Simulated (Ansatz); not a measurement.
## SnSe2: a sublattice moved along a line

Computed with Ansatz 0.2.0, DFT PBEsol, scalar-relativistic, plane waves, PAW. Settings: plane waves to 420 eV, k-mesh 9×9×6 (Γ-centred), Gaussian smearing 0.05 eV. No spin polarisation. Energies are free energies at this smearing, counted from the undisturbed cell; pressure is positive in compression.

The undisturbed cell (as given, not relaxed at this level; it stands at 2.2 GPa):

```xyz
3
Lattice="3.8110 0.0000 0.0000 -1.9055 3.3004 0.0000 0.0000 0.0000 6.1370" Properties=species:S:1:pos:R:3 pbc="T T T"
Sn    0.0000    0.0000    0.0000
Se    0.0000    2.2003    1.5342
Se    1.9055    1.1001    4.6027
```

The cell holds layers and no dispersion correction was added, so their binding is poorly described.

Every Se atom is moved by x along the Cartesian unit vector (0.000, 1.000, 0.000); the cell and all other atoms stay fixed.

```
  x (Å)  ΔE (meV/cell) force along x on the moved atoms (eV/Å) pressure (GPa) gap on the mesh (eV)
-0.1000              ?                                     0.64             2.5                  0.62
-0.0500            7.9                                     0.32             2.3                  0.62
 0.0000            0.0                                     0.00             2.2                  0.62
 0.0750           17.8                                    -0.48             2.4                  0.62
```

Problem. Give the withheld values.

Solution. ΔE (meV/cell) at x (Å) = -0.1000: 31.7.